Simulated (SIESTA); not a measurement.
Crystal: C.

```xyz
12
Lattice="2.5221 0.0000 0.0000 -1.2611 2.1842 0.0000 0.0000 0.0000 12.3557" Properties=species:S:1:pos:R:3 pbc="T T T"
C     1.2611    0.7281    4.3760
C     0.0000    1.4561   10.5539
C     1.2611    0.7281    1.8018
C     0.0000    1.4561    7.9797
C     1.2611    0.7281    5.9205
C     0.0000    1.4561   12.0983
C     1.2611    0.7281    0.2574
C     0.0000    1.4561    6.4352
C     0.0000    0.0000   10.0390
C     0.0000    0.0000    3.8612
C     0.0000    0.0000    8.4945
C     0.0000    0.0000    2.3167
```

This is a hexagonal form of diamond, not graphite.

Base run:

```yaml
Program: SIESTA 5.4.2
Functional: BLYP
Potentials_or_basis: PseudoDojo 0.4 standard (PBE files)
Basis: DZP (energy shift 0.003 Ry)
Grid_cutoff: 500 Ry
Energy_shift: 0.003 Ry
k_mesh: 12 × 12 × 3
Occupations: fermi-dirac, width 0.05 eV
Spin: no spin polarisation
```

Its results: band gap on the k mesh 4.75 eV, indirect (least direct gap 5.52 eV); pressure 25.1 GPa; largest force 0.337 eV/Å.

Question: After a change of settings the same cell gave: band gap on the k mesh 4.39 eV, indirect (least direct gap 5.34 eV); pressure 5.4 GPa; largest force 0.352 eV/Å. Which change was it?
A. functional from BLYP to RPBE
B. functional from BLYP to vdW-DF-cx
C. functional from BLYP to PBEsol; potentials or basis from PseudoDojo 0.4 standard (PBE files) to PseudoDojo 0.4 standard (PBEsol files)

Answer: C.

Caveats: the basis of atomic orbitals isn't converged, which shifts pressures, moduli and gaps; so large a pressure means that the cell lies far from this level's equilibrium, or that cutoff or potentials fall short (some runs); the potentials were made for another functional, which shifts forces and pressure (some runs).
